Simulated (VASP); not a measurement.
# Au in VASP: reference runs

Aim: a first look at Au with PBE, on the cell as given.

Program: VASP 6.6.1. These are calculated values, not measurements. Logs are shortened: lines on timing, memory, paths and dates and some standing lists are left out, and cuts for length are marked.

### 1 Starting point

The cell holds a sheet with vacuum, 1 atom: a = 2.662 Å, b = 2.662 Å, c = 23.800 Å, α = 90.00°, β = 90.00°, γ = 90.00°.

The cell was built by a generator and needn't be a form met in nature.

### 2 Single point, PBE

The input, INCAR:

```
ALGO     = Normal         # electronic algorithm
DIPOL    = 0.5 0.5 0.294
EDIFF    = 1E-7           # SCF threshold, eV
ENCUT    = 520            # plane-wave cutoff, eV
GGA      = PE             # functional
IDIPOL   = 3            
ISIF     = 2              # what is computed and relaxed
ISMEAR   = -1             # smearing method
LASPH    = True           # aspherical terms in the spheres
LCHARG   = False          # write CHGCAR
LDIPOL   = True         
LREAL    = False          # projectors in reciprocal space
LWAVE    = False          # write WAVECAR
NBANDS   = 12             # bands
NELM     = 80             # most SCF steps
PREC     = Accurate       # precision mode
SIGMA    = 0.05           # smearing width, eV
```

The input, KPOINTS:

```
k-points
0
Gamma
  10 10 1
```

The input, POSCAR:

```
Au
1.0
    2.6622700000      0.0000000000      0.0000000000
    0.0000000000      2.6617000000      0.0000000000
    0.0000000000      0.0000000000     23.8000000000
Au
1
Direct
    0.0000000000      0.5000000000      0.2941200000
```

Potentials or basis: VASP PAW PBE potentials, release 64 (Au).

Command:

```
$ cat potpaw_PBE.64/Au/POTCAR > POTCAR
$ mpirun -np 1 vasp_std > vasp.out
```

OUTCAR:

```text
EDIFF = 1E-7
   ENCUT = 520
   GGA = PE
   ISIF = 2
   ISMEAR = -1
   LASPH = True
   LREAL = False
   NELM = 80
   PREC = Accurate

 ion  position               nearest neighbor table
   1  0.000  0.500  0.294-

  LATTYP: Found a simple orthorhombic cell.
 ALAT       =     2.6617000000
 B/A-ratio  =     1.0002141489
 C/A-ratio  =     8.9416538303

  Lattice vectors:

 A1 = (   0.0000000000,  -2.6617000000,   0.0000000000)
 A2 = (   2.6622700000,   0.0000000000,   0.0000000000)
 A3 = (   0.0000000000,   0.0000000000,  23.8000000000)

Analysis of symmetry for initial positions (statically):
=====================================================================
 Subroutine PRICEL returns:
 Original cell was already a primitive cell.

 Routine SETGRP: Setting up the symmetry group for a
 simple orthorhombic supercell.

 Subroutine GETGRP returns: Found  8 space group operations
 (whereof  4 operations were pure point group operations)
 out of a pool of  8 trial point group operations.

The static configuration has the point symmetry C_2v.
 The point group associated with its full space group is D_2h.

Analysis of symmetry for dynamics (positions and initial velocities):
=====================================================================
 Subroutine PRICEL returns:
 Original cell was already a primitive cell.

 Routine SETGRP: Setting up the symmetry group for a
 simple orthorhombic supercell.

 Subroutine GETGRP returns: Found  8 space group operations
 (whereof  4 operations were pure point group operations)
 out of a pool of  8 trial point group operations.

The dynamic configuration has the point symmetry C_2v.
 The point group associated with its full space group is D_2h.

 Subroutine INISYM returns: Found  8 space group operations
 (whereof  4 operations are pure point group operations),
 and found     1 'primitive' translations

----------------------------------------------------------------------------------------

                                     Primitive cell

  volume of cell :     168.6507

  direct lattice vectors                    reciprocal lattice vectors
     2.662270000  0.000000000  0.000000000     0.375619302  0.000000000  0.000000000
     0.000000000  2.661700000  0.000000000     0.000000000  0.375699741  0.000000000
     0.000000000  0.000000000 23.800000000     0.000000000  0.000000000  0.042016807

  length of vectors
     2.662270000  2.661700000 23.800000000     0.375619302  0.375699741  0.042016807

  position of ions in fractional coordinates (direct lattice)
     0.000000000  0.500000000  0.294120000

  ion indices of the primitive-cell ions
   primitive index   ion index
                 1           1

----------------------------------------------------------------------------------------

 KPOINTS: k-points

Automatic generation of k-mesh.
 Grid dimensions read from file:
 generate k-points for:   10   10    1

 Generating k-lattice:

  Cartesian coordinates                     Fractional coordinates (reciprocal lattice)
     0.037561930  0.000000000  0.000000000     0.100000000  0.000000000  0.000000000
     0.000000000  0.037569974  0.000000000     0.000000000  0.100000000  0.000000000
     0.000000000  0.000000000  0.042016807     0.000000000  0.000000000  1.000000000

  Length of vectors
     0.037561930  0.037569974  0.042016807

  Shift w.r.t. Gamma in fractional coordinates (k-lattice)
     0.000000000  0.000000000  0.000000000

 Subroutine IBZKPT returns following result:
 ===========================================

 Found     36 irreducible k-points:

 Following reciprocal coordinates:
            Coordinates               Weight
  0.000000  0.000000  0.000000      1.000000
  0.100000  0.000000  0.000000      2.000000
  0.200000  0.000000  0.000000      2.000000
  0.300000  0.000000  0.000000      2.000000
  0.400000  0.000000  0.000000      2.000000
  0.500000  0.000000  0.000000      1.000000
[... 16 lines left out ...]
  0.400000  0.300000  0.000000      4.000000
  0.500000  0.300000  0.000000      2.000000
 [... further k-points ...]
   k-points           NKPTS =     36   k-points in BZ     NKDIM =     36   number of bands    NBANDS=     12
   number of dos      NEDOS =    301   number of ions     NIONS =      1
   total plane-waves  NPLWV =  72000
   dimension x,y,z NGX =    20 NGY =   20 NGZ =  180
   dimension x,y,z NGXF=    40 NGYF=   40 NGZF=  360
   ions per type =               1
   NGX,Y,Z   is equivalent  to a cutoff of  12.49, 12.49, 12.57 a.u.
   NGXF,Y,Z  is equivalent  to a cutoff of  24.98, 24.98, 25.15 a.u.
 SYSTEM =  unknown system
   PREC   = accura    normal or accurate (medium, high low for compatibility)
   ISTART =      0    job   : 0-new  1-cont  2-samecut
   ICHARG =      2    charge: 1-file 2-atom 10-const
   ISPIN  =      1    spin polarized calculation?
   LNONCOLLINEAR =      F non collinear calculations
   LSORBIT =      F    spin-orbit coupling
   LASPH  =      T    aspherical Exc in radial PAW
   ENCUT  =  520.0 eV  38.22 Ry    6.18 a.u.   4.95  4.95 44.25*2*pi/ulx,y,z
   NELM   =     80;   NELMIN=  2; NELMDL= -5     # of ELM steps
   EDIFF  = 0.1E-06   stopping-criterion for ELM
   LREAL  =      F    real-space projection
   EDIFFG = 0.1E-05   stopping-criterion for IOM
   NSW    =      0    number of steps for IOM
   IBRION =     -1    ionic relax: 0-MD 1-quasi-New 2-CG
   NFREE  =      0    steps in history (QN), initial steepest desc. (CG)
   ISIF   =      2    stress and relaxation
   ISYM   =      2    0-nonsym 1-usesym 2-fastsym
   POTIM  = 0.5000    time-step for ionic-motion
   TEBEG  =    0.0;   TEEND  =   0.0 temperature during run
   PSTRESS=    0.0 pullay stress
   NELECT =      11.0000    total number of electrons
   NUPDOWN=      -1.0000    fix difference up-down
   EMIN   =  10.00;   EMAX   =-10.00  energy-range for DOS
   EFERMI =   0.00;   METHOD = LEGACY
   ISMEAR =    -1;   SIGMA  =   0.05  broadening in eV -4-tet -1-fermi 0-gaus
   EFERMI_NEDOS =   21; number of points for ismear=-14 and -15
   IALGO  =     38    algorithm
   IMIX   =      4    mixing-type and parameters
     AMIX     =   0.40;   BMIX     =  1.00
     AMIX_MAG =   1.60;   BMIX_MAG =  1.00
  volume/ion in A,a.u.               =     168.65      1138.11
  Fermi-wavevector in a.u.,A,eV,Ry     =   0.658986  1.245303  5.908505  0.434263
  Thomas-Fermi vector in A             =   1.730980
   LORBIT       =      0    0 simple, 1 ext, 2 COOP (PROOUT), +10 PAW based schemes
   GGA     = PE    functional components
   LHFCALC =     F    Hartree Fock is set to
   AEXX    =    0.0000 exact exchange contribution
   IVDW    =     0    specifies the selected vdW correction
   LEPSILON=     F    determine dielectric tensor
   LRPA    =     F    only Hartree local field effects (RPA)
 non-spin polarized calculation
  energy-cutoff  :      520.00
  volume of cell :      168.65
 maximum number of plane-waves:      4582
 NGX is ok and might be reduce to    20
   NGX =  9   NGY =  9   NGZ = 89

 number of electron      11.0000002 magnetization

 dipolmoment           0.000000      0.000000     -0.000001 electrons x Angstroem

 Free energy of the ion-electron system (eV)
  ---------------------------------------------------
  ext. energy  EPLUGINS =         0.00000000
  ---------------------------------------------------
  free energy    TOTEN  =        -2.63519113 eV

  energy without entropy =       -2.62987189  energy(sigma->0) =       -2.63253151

 E-fermi :  -4.3176     XC(G=0):  -1.9340

 val. band max:       -4.3636048418   @ k =   0.4000   0.5000   0.0000
 cond. band min:      -4.0238028401   @ k =   0.4000   0.1000   0.0000
 fundamental gap:      0.3398020017
 Fermi energy:        -4.3175937531

 k-point     1 :       0.0000    0.0000    0.0000
  band No.  band energies     occupation
      1     -10.7227      2.00000
      2      -9.7367      2.00000
      3      -6.9250      2.00000
      4      -5.6110      2.00000
      5      -5.6095      2.00000
      6      -4.9883      2.00000
      7      -2.4265      0.00000
      8       1.1813      0.00000
      9       1.6026      0.00000
     10       1.6374      0.00000
     11       2.5400      0.00000
     12       2.8214      0.00000

 k-point     2 :       0.1000    0.0000    0.0000
  band No.  band energies     occupation
      1     -10.4537      2.00000
      2      -9.5332      2.00000
      3      -6.8498      2.00000
      4      -5.9948      2.00000
      5      -5.5876      2.00000
      6      -5.1672      2.00000
      7      -1.9913      0.00000
      8       1.3857      0.00000
      9       1.8245      0.00000
     10       1.8465      0.00000
     11       2.7655      0.00000
     12       3.0268      0.00000

 k-point     3 :       0.2000    0.0000    0.0000
  band No.  band energies     occupation
      1      -9.9910      2.00000
      2      -8.6382      2.00000
      3      -6.7581      2.00000
      4      -6.6373      2.00000
      5      -5.6081      2.00000
      6      -5.5296      2.00000
      7      -1.0063      0.00000
      8       1.9987      0.00000
      9       2.4744      0.00000
     10       2.4809      0.00000
     11       3.4304      0.00000
     12       3.6432      0.00000
[... 286 lines left out ...]
 k-point    23 :       0.4000    0.3000    0.0000
  band No.  band energies     occupation
      1      -8.6662      2.00000
      2      -7.6039      2.00000
      3      -6.9517      2.00000
      4      -6.4009      2.00000
      5      -5.7972      2.00000
      6      -2.3807      0.00000
      7       3.7083      0.00000
      8       4.0825      0.00000
      9       6.3171      0.00000
     10       6.8937      0.00000
     11       6.9769      0.00000
     12       7.8833      0.00000

 k-point    24 :       0.5000    0.3000    0.0000
  band No.  band energies     occupation
      1      -8.8122      2.00000
      2      -7.7576      2.00000
      3      -6.9138      2.00000
      4      -6.3586      2.00000
      5      -5.5884      2.00000
      6       0.3552      0.00000
      7       0.6559      0.00000
      8       5.2241      0.00000
      9       6.9330      0.00000
     10       8.0945      0.00000
     11       8.2895      0.00000
     12       8.7793      0.00000

 [... further k-points ...]

------------------------ aborting loop because EDIFF is reached ----------------------------------------

 vacuum level on the upper side and lower side of the slab       (xc-potential included)        -0.099        -0.098

  FORCE on cell =-STRESS in cart. coord.  units (eV):
  Direction    XX          YY          ZZ          XY          YZ          ZX
  --------------------------------------------------------------------------------------
  -------------------------------------------------------------------------------------
  Total        0.0180279      0.0263880     -0.0135446      0.0000000      0.0000000      0.0000000
  in kB        0.1712641      0.2506851     -0.1286731      0.0000000      0.0000000      0.0000000
  external PRESSURE =       0.0977587 kB  Pullay stress =       0.0000000 kB

 VOLUME and BASIS-vectors are now :
 -----------------------------------------------------------------------------
  energy-cutoff  :      520.00
  volume of cell :      168.65
      direct lattice vectors                 reciprocal lattice vectors
     2.662270000  0.000000000  0.000000000     0.375619302  0.000000000  0.000000000
     0.000000000  2.661700000  0.000000000     0.000000000  0.375699741  0.000000000
     0.000000000  0.000000000 23.800000000     0.000000000  0.000000000  0.042016807

 POSITION                                       TOTAL-FORCE (eV/Angst)
 -----------------------------------------------------------------------------------
      0.00000      1.33085      7.00006         0.000000      0.000000      0.000000
 -----------------------------------------------------------------------------------
    total drift:                                0.000000      0.000000     -0.000002

  FREE ENERGIE OF THE ION-ELECTRON SYSTEM (eV)
  ---------------------------------------------------
  free  energy   TOTEN  =        -2.6351911285 eV

  energy  without entropy=       -2.6298718916  energy(sigma->0) =       -2.63253151

 vacuum level on the upper side and lower side of the slab         1.377         1.378
```

Run time: 30 s. Hardware: 1 thread of Intel Xeon 6975P-C (Granite Rapids), shared host; peak memory 0.28 GiB.

What came out:

```
Free energy            : -2.6352 eV
Band gap on the k mesh : none (metal or under the smearing width)
```

Levels at points of the mesh, in eV from the Fermi level:
| k point | band 2 | band 3 | band 4 | band 5 | band 6 | band 7 | band 8 | band 9 |
| --- | --- | --- | --- | --- | --- | --- | --- | --- |
| (0.00, 0.00, 0.00) | -5.42 | -2.61 | -1.29 | -1.29 | -0.67 | 1.89 | 5.50 | 5.92 |
| (0.50, 0.00, 0.00) | -3.82 | -2.30 | -1.80 | -1.06 | 1.79 | 3.95 | 6.83 | 9.83 |
| (0.00, 0.50, 0.00) | -3.82 | -2.30 | -1.80 | -1.06 | 1.79 | 3.96 | 6.83 | 9.84 |
| (0.50, 0.50, 0.00) | -3.22 | -3.22 | -1.41 | 0.63 | 6.70 | 6.70 | 9.38 | 12.05 |

### 3 Single point, PBE

The input, INCAR:

```
  ALGO = Normal
  DIPOL = 0.5 0.5 0.294
  EDIFF = 1E-7
  ENCUT = 520
  GGA = PE
  IDIPOL = 3
  ISIF = 2
  ISMEAR = -1
  LASPH = T
  LCHARG = T
  LDIPOL = T
  LELF = T
  LREAL = F
  LVACPOTAV = T
  LVHAR = T
  LWAVE = F
  NBANDS = 12
  NELM = 80
  PREC = Accurate
  SIGMA = 0.05
```

KPOINTS is that of step 2.

POSCAR is that of step 2.

Potentials or basis: VASP PAW PBE potentials, release 64 (Au).

Command:

```
$ cat potpaw_PBE.64/Au/POTCAR > POTCAR
$ mpirun -np 1 vasp_std > vasp.out
```

Wall time 64 s (1 thread of AMD EPYC 7R43 (Zen 3), shared host); peak memory 0.25 GiB.

It converged, with:

- Free energy: -2.6352 eV
- Band gap on the k mesh: none (metal or under the smearing width)
- Work function of the upper face: 5.75 eV
- Work function of the lower face: 5.75 eV

Levels at points of the mesh, in eV from the Fermi level:
| k point | band 3 | band 4 | band 5 | band 6 | band 7 | band 8 |
| --- | --- | --- | --- | --- | --- | --- |
| (0.00, 0.00, 0.00) | -2.61 | -1.29 | -1.29 | -0.67 | 1.89 | 5.50 |
| (0.50, 0.00, 0.00) | -2.30 | -1.80 | -1.06 | 1.79 | 3.95 | 6.83 |
| (0.00, 0.50, 0.00) | -2.30 | -1.80 | -1.06 | 1.79 | 3.96 | 6.83 |
| (0.50, 0.50, 0.00) | -3.22 | -1.41 | 0.63 | 6.70 | 6.70 | 9.38 |
